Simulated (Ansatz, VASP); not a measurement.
## AlCu in VASP and in Ansatz

```xyz
2
Lattice="2.9467 0.0000 0.0000 0.0000 2.9467 0.0000 0.0000 0.0000 2.9467" Properties=species:S:1:pos:R:3 pbc="T T T"
Al    0.0000    0.0000    0.0000
Cu    1.4733    1.4733    1.4733
```

Alike in both runs: functional r2SCAN; k mesh 7 × 7 × 7; no spin polarisation.

Ansatz relaxed the structure, and its values are those at the end. VASP's run is a single point on that final structure, the one shown.

|  | VASP | Ansatz |
| --- | --- | --- |
| version | VASP 6.6.1 | Ansatz 0.2.0 |
| potentials or method | VASP PAW PBE potentials, release 64 (Al, Cu) | plane waves, PAW |
| plane-wave cutoff (eV) | 520 | 600 |
| occupations | fermi-dirac, width 0.1 eV | fermi-dirac |
| valence electrons in the cell | 14 | 22 |

|  | VASP | Ansatz | Ansatz less VASP |
| --- | --- | --- | --- |
| pressure (GPa) | 2.0 | 2.0 | +0.01 |

The two sets of potentials don't hold the same shells in valence.

Caveats: the PAW data sets were made with another functional, which shifts forces and pressure a little (VASP).
